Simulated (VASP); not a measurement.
F:

```xyz
4
Lattice="2.7536 -1.6412 -0.0041 2.7536 1.6412 -0.0041 -1.5472 0.0000 7.2666" Properties=species:S:1:pos:R:3 pbc="T T T"
F     4.0677   -0.6368    0.6748
F     0.6660   -0.6368    2.9504
F    -0.1077    0.6368    6.5837
F     3.2941    0.6368    4.3081
```

| Item | Value |
| --- | --- |
| Program | VASP 6.6.1 |
| Task | relaxation of cell and atoms |
| Functional | PBE |
| Dispersion | D3(BJ) |
| Potentials or basis | VASP PAW PBE potentials, release 64 (F) |
| Cutoff | 600 eV |
| k mesh | 8 × 8 × 4 |
| Occupations | gaussian, width 0.02 eV |
| Spin | no spin polarisation |

At the start: pressure 0.6 GPa; volume 16.41 Å³/atom.

Q: Where does the relaxation end?

A: Over 92 steps the energy falls by 5.4 meV/atom and the volume is 15.74 Å³/atom (-4.1 %); space group C2/c (No. 15, to 0.05 Å).

Step by step:
```
step  energy change (eV)  largest force (eV/Å)  pressure (GPa)  volume (Å³)
   1              0.0000                0.3569            0.57        65.66
   4             -0.0031                0.0272           -0.20        65.77
   7             -0.0089                0.0418           -0.09        64.27
  10             -0.0127                0.0170           -0.02        62.40
  13             -0.0130                0.0445           -0.05        62.15
  16             -0.0131                0.0499           -0.04        61.98
  19             -0.0132                0.0183            0.12        61.88
  22             -0.0134                0.0184            0.10        61.91
  25             -0.0142                0.0544            0.00        62.11
  28             -0.0144                0.0659           -0.04        62.18
  31             -0.0146                0.0254            0.18        62.24
  34             -0.0151                0.0318            0.08        62.53
  37             -0.0153                0.0532            0.00        62.82
  40             -0.0156                0.0277            0.13        63.20
  43             -0.0159                0.0333            0.01        63.51
  46             -0.0164                0.0690           -0.18        64.33
  49             -0.0170                0.0214           -0.07        64.41
  52             -0.0175                0.0873           -0.32        64.72
  55             -0.0182                0.0189           -0.11        64.38
  58             -0.0187                0.0957            0.17        63.80
  61             -0.0190                0.0816            0.17        63.66
  64             -0.0201                0.0403           -0.05        62.48
  67             -0.0202                0.0252            0.01        62.27
  70             -0.0203                0.0088            0.07        62.13
  73             -0.0209                0.0182            0.01        62.27
  76             -0.0212                0.0040            0.04        62.42
  79             -0.0213                0.0041            0.02        62.49
  82             -0.0213                0.0222            0.04        62.75
  85             -0.0214                0.0212            0.05        62.82
  88             -0.0214                0.0283            0.06        62.88
  91             -0.0214                0.0090           -0.05        63.01
  92             -0.0214                0.0030           -0.01        62.97
```

Final structure:
```
CELL_PARAMETERS angstrom
2.70648 -1.73820 0.23511
2.70648 1.73820 0.23511
-0.97184 0.00000 6.60778
ATOMIC_POSITIONS crystal
F 0.91482 0.59246 0.09652
F 0.40754 0.08518 0.40348
F 0.08518 0.40754 0.90348
F 0.59246 0.91482 0.59652
```
